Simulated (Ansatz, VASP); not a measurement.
**CdS (Greenockite) in VASP and in Ansatz**

The input INCAR:

```
SYSTEM = CdS
PREC = Accurate
ENCUT = 520
EDIFF = 1E-6
ISMEAR = -1
SIGMA = 0.05
LREAL = .False.
LASPH = .True.
NELM = 100
ALGO = Normal
ISIF = 2
LWAVE = .False.
LCHARG = .False.
METAGGA = R2SCAN
LMIXTAU = .True.
```

File KPOINTS:

```
regular mesh
0
Gamma
  7 7 4
  0 0 0
```

POSCAR

```
CdS
1.0
    4.1500000000      0.0000000000      0.0000000000
   -2.0750000000      3.5940054257      0.0000000000
    0.0000000000      0.0000000000      6.7370000000
Cd S
2 2
Direct
    0.6666666667      0.3333333333      0.5000000000
    0.3333333333      0.6666666667      0.0000000000
    0.6666666667      0.3333333333      0.8750000000
    0.3333333333      0.6666666667      0.3750000000
```

The input input.yaml:

```yaml
crystal:
  lattice:
    - [4.15, 0.0, 0.0]
    - [-2.075, 3.5940054257, 0.0]
    - [0.0, 0.0, 6.737]
  atoms:
    - { symbol: Cd, position: [0.6666666667, 0.3333333333, 0.5] }
    - { symbol: Cd, position: [0.3333333333, 0.6666666667, 0.0] }
    - { symbol: S, position: [0.6666666667, 0.3333333333, 0.875] }
    - { symbol: S, position: [0.3333333333, 0.6666666667, 0.375] }
hamiltonian:
  xc: r2scan
  pseudopotentials: { kind: paw }
kpoints:
  mp_grid: { grid: [7, 7, 4] }
  band_path:
    path:
      - [[0.0, 0.0, 0.0], [0.5, 0.0, 0.0], [0.3333333333, 0.3333333333, 0.0], [0.0, 0.0, 0.0], [0.0, 0.0, 0.5], [0.5, 0.0, 0.5], [0.3333333333, 0.3333333333, 0.5], [0.0, 0.0, 0.5]]
      - [[0.5, 0.0, 0.5], [0.5, 0.0, 0.0]]
      - [[0.3333333333, 0.3333333333, 0.0], [0.3333333333, 0.3333333333, 0.5]]
    npoints: 14
scf:
  occupations: { method: fermi_dirac, width: 0.05 }
  n_extra_bands: 10
output:
  forces: true
  stress: true
  eigenvalues: true
  fatbands: false
```

Alike in both runs: functional r2SCAN; k mesh 7 × 7 × 4; occupations fermi-dirac, width 0.05 eV; no spin polarisation.

|  | VASP | Ansatz |
| --- | --- | --- |
| version | VASP 6.6.1 | Ansatz 0.2.0 |
| potentials or method | VASP PAW PBE potentials, release 64 (Cd, S) | Ansatz PAW |
| plane-wave cutoff (eV) | 520 | 500 |
| valence electrons in the cell | 36 | 52 |
| task | single point | band structure |

VASP gave:

- gap on the k mesh at the Fermi level (eV): 1.65
- least direct gap on the mesh (eV): 1.65
- pressure (GPa): 1.0
- largest component of the traceless stress (GPa): 0.41
- rms of the force components (eV/Å): 0.042

**Question.** Estimate Ansatz's values.

**Answer.** gap on the k mesh at the Fermi level (eV): 1.66; least direct gap on the mesh (eV): 1.66; pressure (GPa): 0.7; largest component of the traceless stress (GPa): 0.39; rms of the force components (eV/Å): 0.041.

Atom by atom the forces differ by 0.001 eV/Å (rms over components). The functional is the same, so the differences come from potentials, cutoffs and numerics. The two sets of potentials don't hold the same shells in valence.

Caveats: the PAW data sets were made with another functional, which shifts forces and pressure a little (VASP); the PAW data sets come from PBE, with cores solved anew for the run's functional, which leaves a small shift of forces and pressure (Ansatz). r2SCAN opens gaps a little over a GGA but as a rule still falls short of measured ones.
